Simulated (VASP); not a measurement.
# Ni (Fm-3m) in VASP: single point with HSE06

Aim: the single point of Ni with HSE06.

Everything below comes from runs of VASP 6.6.1. Logs are shortened: lines on timing, memory, paths and dates and some standing lists are left out, and cuts for length are marked.

**1. The crystal as given**

The structure is cubic, space group Fm-3m (No. 225). Conventional cell: a = 3.462 Å, b = 3.462 Å, c = 3.462 Å, α = 90.00°, β = 90.00°, γ = 90.00°. Ni (site symmetry m-3m) is surrounded by 12 Ni at 2.45 Å.

**2. Single point, HSE06, collinear spin, ferromagnetic start**

Contents of POSCAR:

```
Ni
1.0
    0.0000000000      1.7311400000      1.7311400000
    1.7311400000      0.0000000000      1.7311400000
    1.7311400000      1.7311400000      0.0000000000
Ni
1
Direct
    0.0000000000      1.0000000000      0.0000000000
```

Contents of INCAR.step1:

```
PREC = Accurate
ENCUT = 520
EDIFF = 1E-5
ISMEAR = 0
SIGMA = 0.1
LREAL = F
LASPH = T
NELM = 100
ALGO = Normal
ISIF = 2
LWAVE = T
LCHARG = F
ISPIN = 2
MAGMOM = 1
LORBIT = 11
LMAXMIX = 4
NBANDS = 15
GGA = PE
```

Contents of INCAR.step2:

```
PREC = Accurate
ENCUT = 520
EDIFF = 1E-7
ISMEAR = 0
SIGMA = 0.1
LREAL = F
LASPH = T
NELM = 100
ALGO = Normal
ISIF = 2
LWAVE = F
LCHARG = F
ISPIN = 2
MAGMOM = 1
LORBIT = 11
LMAXMIX = 4
GGA = PE
LHFCALC = T
HFSCREEN = 0.2
PRECFOCK = Fast
NBANDS = 15
ISTART = 1
```

Contents of KPOINTS:

```
Automatic mesh
0
Gamma
  10 10 10
```

Potentials or basis: VASP PAW PBE potentials, release 64 (Ni).

Command:

```sh
cat potpaw_PBE.64/Ni/POTCAR > POTCAR
cp INCAR.step1 INCAR
mpirun -np 1 vasp_std > vasp.out
cp INCAR.step2 INCAR
mpirun -np 1 vasp_std > vasp.out
```

OUTCAR:

```text
PREC = Accurate
   ENCUT = 520
   EDIFF = 1E-7
   ISMEAR = 0
   LREAL = F
   LASPH = T
   NELM = 100
   ISIF = 2
   ISPIN = 2
   LORBIT = 11
   GGA = PE
   LHFCALC = T
   HFSCREEN = 0.2
   PRECFOCK = Fast
   ISTART = 1

 ion  position               nearest neighbor table
   1  0.000  0.000  0.000-

  LATTYP: Found a face centered cubic cell.
 ALAT       =     3.4622800000

  Lattice vectors:

 A1 = (   0.0000000000,   1.7311400000,   1.7311400000)
 A2 = (   1.7311400000,   0.0000000000,   1.7311400000)
 A3 = (   1.7311400000,   1.7311400000,   0.0000000000)

Analysis of symmetry for initial positions (statically):
=====================================================================
 Subroutine PRICEL returns:
 Original cell was already a primitive cell.

 Routine SETGRP: Setting up the symmetry group for a
 face centered cubic supercell.

 Subroutine GETGRP returns: Found 48 space group operations
 (whereof 48 operations were pure point group operations)
 out of a pool of 48 trial point group operations.

The static configuration has the point symmetry O_h .

Analysis of symmetry for dynamics (positions and initial velocities):
=====================================================================
 Subroutine PRICEL returns:
 Original cell was already a primitive cell.

 Routine SETGRP: Setting up the symmetry group for a
 face centered cubic supercell.

 Subroutine GETGRP returns: Found 48 space group operations
 (whereof 48 operations were pure point group operations)
 out of a pool of 48 trial point group operations.

The dynamic configuration has the point symmetry O_h .

Analysis of structural, dynamic, and magnetic symmetry:
=====================================================================
 Subroutine PRICEL returns:
 Original cell was already a primitive cell.

 Routine SETGRP: Setting up the symmetry group for a
 face centered cubic supercell.

 Subroutine GETGRP returns: Found 48 space group operations
 (whereof 48 operations were pure point group operations)
 out of a pool of 48 trial point group operations.

The overall configuration has the point symmetry O_h .

 Subroutine INISYM returns: Found 48 space group operations
 (whereof 48 operations are pure point group operations),
 and found     1 'primitive' translations

----------------------------------------------------------------------------------------

                                     Primitive cell

  volume of cell :      10.3759

  direct lattice vectors                    reciprocal lattice vectors
     0.000000000  1.731140000  1.731140000    -0.288827016  0.288827016  0.288827016
[... 134 lines left out ...]
  ext. energy  EPLUGINS =         0.00000000
  ---------------------------------------------------
  free energy    TOTEN  =        -6.35637572 eV

  energy without entropy =       -6.35277710  energy(sigma->0) =       -6.35457641

 E-fermi :  10.0785     XC(G=0): -10.9457

 val. band max:       10.0550495890   @ k =   0.4000   0.2000   0.0000
 cond. band min:      10.1041687714   @ k =  -0.3000   0.3000   0.0000
 fundamental gap:      0.0491191823
 Fermi energy:        10.0784554106

 spin component 1

 k-point     1 :       0.0000    0.0000    0.0000
  band No.  band energies     occupation
      1      -0.4341      1.00000
      2       5.2464      1.00000
      3       5.2464      1.00000
      4       5.2464      1.00000
      5       6.7086      1.00000
      6       6.7086      1.00000
      7      35.4594      0.00000
      8      39.8575      0.00000
      9      39.8575      0.00000
     10      39.8575      0.00000
     11      43.0376      0.00000
     12      43.0376      0.00000
     13      43.0376      0.00000
     14      45.6453      0.00000
[... 403 lines left out ...]
      4       6.7643      1.00000
      5       7.4501      1.00000
      6       9.3623      1.00000
      7      25.4931      0.00000
      8      26.7373      0.00000
      9      28.7205      0.00000
     10      33.2209      0.00000
     11      38.1715      0.00000
     12      53.0778      0.00000
     13      53.6026      0.00000
     14      58.9170      0.00000
     15      60.0309      0.00000

 [... further k-points ...]

 spin component 2

 k-point     1 :       0.0000    0.0000    0.0000
  band No.  band energies     occupation
      1      -0.8399      1.00000
      2       7.6450      1.00000
      3       7.6450      1.00000
      4       7.7283      1.00000
      5       7.7283      1.00000
      6       7.7283      1.00000
      7      34.8505      0.00000
      8      39.6505      0.00000
      9      39.6505      0.00000
     10      39.6505      0.00000
     11      43.3130      0.00000
     12      43.3130      0.00000
     13      43.3130      0.00000
     14      45.4040      0.00000
[... 403 lines left out ...]
      4       8.2029      1.00000
      5      10.2856      0.00170
      6      10.8614      0.00000
      7      25.6117      0.00000
      8      26.7352      0.00000
      9      28.6604      0.00000
     10      33.4485      0.00000
     11      38.2400      0.00000
     12      52.8967      0.00000
     13      53.3595      0.00000
     14      58.7460      0.00000
     15      59.8352      0.00000

 [... further k-points ...]

------------------------ aborting loop because EDIFF is reached ----------------------------------------

  FORCE on cell =-STRESS in cart. coord.  units (eV):
  Direction    XX          YY          ZZ          XY          YZ          ZX
  --------------------------------------------------------------------------------------
  -------------------------------------------------------------------------------------
  Total        0.4456888      0.4456888      0.4456888     -0.0000000     -0.0000000      0.0000000
  in kB       68.8201619     68.8201619     68.8201619     -0.0000000     -0.0000000      0.0000000
  external PRESSURE =      68.8201619 kB  Pullay stress =       0.0000000 kB

 VOLUME and BASIS-vectors are now :
 -----------------------------------------------------------------------------
  energy-cutoff  :      520.00
  volume of cell :       10.38
      direct lattice vectors                 reciprocal lattice vectors
     0.000000000  1.731140000  1.731140000    -0.288827016  0.288827016  0.288827016
     1.731140000  0.000000000  1.731140000     0.288827016 -0.288827016  0.288827016
     1.731140000  1.731140000  0.000000000     0.288827016  0.288827016 -0.288827016

 POSITION                                       TOTAL-FORCE (eV/Angst)
 -----------------------------------------------------------------------------------
      0.00000      0.00000      0.00000         0.000000      0.000000      0.000000
 -----------------------------------------------------------------------------------
    total drift:                               -0.000002     -0.000004     -0.000005

  FREE ENERGIE OF THE ION-ELECTRON SYSTEM (eV)
  ---------------------------------------------------
  free  energy   TOTEN  =        -6.3563757239 eV

  energy  without entropy=       -6.3527770959  energy(sigma->0) =       -6.35457641

 total charge

# of ion       s       p       d       tot
------------------------------------------
    1        0.515   0.531   8.398   9.443

 magnetization (x)

# of ion       s       p       d       tot
------------------------------------------
    1       -0.023  -0.078   0.892   0.791
```

OUTCAR.step1:

```text
PREC = Accurate
   ENCUT = 520
   EDIFF = 1E-5
   ISMEAR = 0
   LREAL = F
   LASPH = T
   NELM = 100
   ISIF = 2
[... 1107 lines left out ...]
    total drift:                                0.000000     -0.000000     -0.000000

  FREE ENERGIE OF THE ION-ELECTRON SYSTEM (eV)
  ---------------------------------------------------
  free  energy   TOTEN  =        -5.4590844260 eV

  energy  without entropy=       -5.4506593916  energy(sigma->0) =       -5.45487191

 total charge

# of ion       s       p       d       tot
------------------------------------------
    1        0.521   0.544   8.332   9.397

 magnetization (x)

# of ion       s       p       d       tot
------------------------------------------
    1       -0.004  -0.023   0.734   0.708
```

Run time: 55 min. Hardware: 1 thread of Intel Xeon 6975P-C (Granite Rapids), shared host; peak memory 0.24 GiB.

What came out:

- Free energy: -6.3564 eV
- Pressure: 6.9 GPa
- Band gap on the k mesh: none (metal or under the smearing width)
- Net moment: 0.77 μB per cell
- Site moments: Ni +0.79 μB
- Valence electrons inside the program's atomic spheres: Ni 9.44

Caveat: the PAW data sets were made with another functional, which shifts forces and pressure a little.
